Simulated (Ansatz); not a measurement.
Runs of Ansatz 0.2.0 on MgTe. It takes space group F-43m (No. 216, cubic). Conventional cell: a = 6.464 Å, b = 6.464 Å, c = 6.464 Å, α = 90.00°, β = 90.00°, γ = 90.00°. Te (site symmetry -43m) is surrounded by 4 Mg at 2.80 Å. Mg (site symmetry -43m) is surrounded by 4 Te at 2.80 Å. The cell comes from a database or a generator and needn't be the stable form of this composition.

```csv
task,level,spin,cell,k mesh,cutoff (eV),smearing,points for each segment of the path,gap on the mesh (eV),pressure (GPa),relaxed volume (Å³/atom)
relaxation of cell and atoms,PBEsol,off,relaxed,7 × 7 × 7,420,fermi-dirac 0.05 eV,-,2.35,0.0,33.37
band structure,LDA,"SOC, no magnetisation",as given,5 × 5 × 5,420,fermi-dirac 0.05 eV,14,(a),(c),-
relaxation of cell and atoms,LDA,off,relaxed,7 × 7 × 7,420,fermi-dirac 0.05 eV,-,2.38,0.0,32.32
relaxation of cell and atoms,BLYP,off,relaxed,7 × 7 × 7,420,fermi-dirac 0.05 eV,-,2.24,0.0,35.74
single point,PBE,off,as given,7 × 7 × 7,420,gaussian 0.012 eV,-,2.42,0.7,-
band structure,PBEsol,off,as given,7 × 7 × 7,420,fermi-dirac 0.05 eV,14,2.30,-0.4,-
band structure,BLYP,off,as given,7 × 7 × 7,420,fermi-dirac 0.05 eV,14,2.50,2.0,-
band structure,r2SCAN,off,as given,7 × 7 × 7,500,fermi-dirac 0.05 eV,14,(b),0.0,-
```

Alike in all rows: potentials or basis Ansatz PAW.

Task: Estimate the missing entries.

Result: (a) 1.91; (b) 3.11; (c) -1.5.

Caveats: spin-orbit coupling is left out, which moves the levels of the heavy elements (some runs); the PAW data sets come from PBE, with cores solved anew for the run's functional, which leaves a small shift of forces and pressure (some runs); odd divisions of the mesh miss points on the zone boundary, where band edges often lie, so the gap on the mesh can be too wide (some runs); the plane-wave basis is chosen anew once the cell has moved, so the energies of steps on either side of that aren't comparable (some runs).

A k mesh can miss the band edges, and rows without SOC leave out spin-orbit coupling on Te.
